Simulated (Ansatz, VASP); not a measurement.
Ga3Se in VASP and in Ansatz

```
Se Ga
1.0
     4.46182    0.00000    0.00000
     0.00000    4.46182    0.00000
     0.00000    0.00000    4.46182
Se Ga
1 3
Direct
  0.00000 0.00000 0.00000
  0.50000 0.50000 0.00000
  0.50000 0.00000 0.50000
  0.00000 0.50000 0.50000
```

The cell comes from a database or a generator and needn't be the stable form of this composition.

Alike in both runs: task single point; functional PBEsol; k mesh 6 × 6 × 6; occupations fermi-dirac, width 0.05 eV; no spin polarisation.

|  | VASP | Ansatz |
| --- | --- | --- |
| version | VASP 6.6.1 | Ansatz 0.2.0 |
| potentials or method | VASP PAW PBE potentials, release 64 (Se, Ga_d) | Ansatz PAW |
| plane-wave cutoff (eV) | 520 | 420 |
| valence electrons in the cell | 45 | 55 |

|  | VASP | Ansatz | Ansatz less VASP |
| --- | --- | --- | --- |
| gap on the k mesh at the Fermi level (eV) | none | none | - |
| pressure (GPa) | -4.2 | -4.2 | -0.04 |

A gap of «none» marks a metal or a gap that the smearing closes. The functional is the same, so the differences come from potentials, cutoffs and numerics. The two sets of potentials don't hold the same shells in valence.

Caveats: the PAW data sets were made with another functional, which shifts forces and pressure a little (VASP); the PAW data sets come from PBE, with cores solved anew for the run's functional, which leaves a small shift of forces and pressure (Ansatz).
